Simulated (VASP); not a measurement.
Crystal: CdSe.

```
Cd Se
1.0
     0.00000    3.04621    3.04621
     3.04621    0.00000    3.04621
     3.04621    3.04621    0.00000
Cd Se
1 1
Direct
  0.00000 0.00000 0.00000
  0.75000 0.75000 0.75000
```

Measurements of this composition are mostly on another form, of space group No. 186.

Program: VASP 6.6.1. Alike in all runs: task band structure; potentials or basis VASP PAW PBE potentials, release 64 (Cd, Se); no spin polarisation; cell as given; k mesh 6 × 6 × 6; cutoff (eV) 520; smearing gaussian 0.03 eV.

Question: Order these runs on this cell by their band gap on the k mesh, lowest first.
A. level PBE-EpsX; exchange at q = 0 truncated; share of exact exchange 0.0872
B. level PBE
C. level HSE06; screening parameter 0.2 1/A
D. level PBE0; exchange at q = 0 truncated

Answer: B (0.60 eV), A (1.11 eV), C (1.56 eV), D (2.15 eV).
